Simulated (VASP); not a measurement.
Runs of VASP 6.6.1 on GaN. It takes space group P6_3mc (No. 186, hexagonal). Conventional cell: a = 3.180 Å, b = 3.180 Å, c = 5.166 Å, α = 90.00°, β = 90.00°, γ = 120.00°. Around Ga (site symmetry 3m) lie 4 N at 1.94 to 1.95 Å. Around N (site symmetry 3m) lie 4 Ga at 1.94 to 1.95 Å. 

```tsv
level	potentials or basis	gap on the mesh (eV)	pressure (GPa)	relaxed volume (Å³/atom)	largest force (eV/Å)
r2SCAN	VASP PAW PBE potentials, release 64 (Ga_d, N)	(b)	0.0	11.43	-
LDA	VASP PAW LDA potentials, release 64 (Ga_d, N)	2.11	-0.1	11.11	0.01
PBEsol	VASP PAW PBE potentials, release 64 (Ga_d, N)	1.90	0.0	(a)	0.01
PBE	VASP PAW PBE potentials, release 64 (Ga_d, N)	1.72	0.1	11.75	0.01
```

Alike in all rows: task relaxation of cell and atoms; no spin polarisation; cell relaxed; k mesh 12 × 12 × 7; cutoff (eV) 600; smearing fermi-dirac 0.05 eV.

Fill in the values left out.

(a) 11.35; (b) 2.30.

Caveats: an odd mesh through Γ misses points on the zone boundary, where band edges often lie; the PAW data sets were made with another functional, which shifts forces and pressure a little (some runs).

A k mesh can miss the band edges, and the runs leave out spin-orbit coupling on Ga.

Not every run made on this cell is shown here.
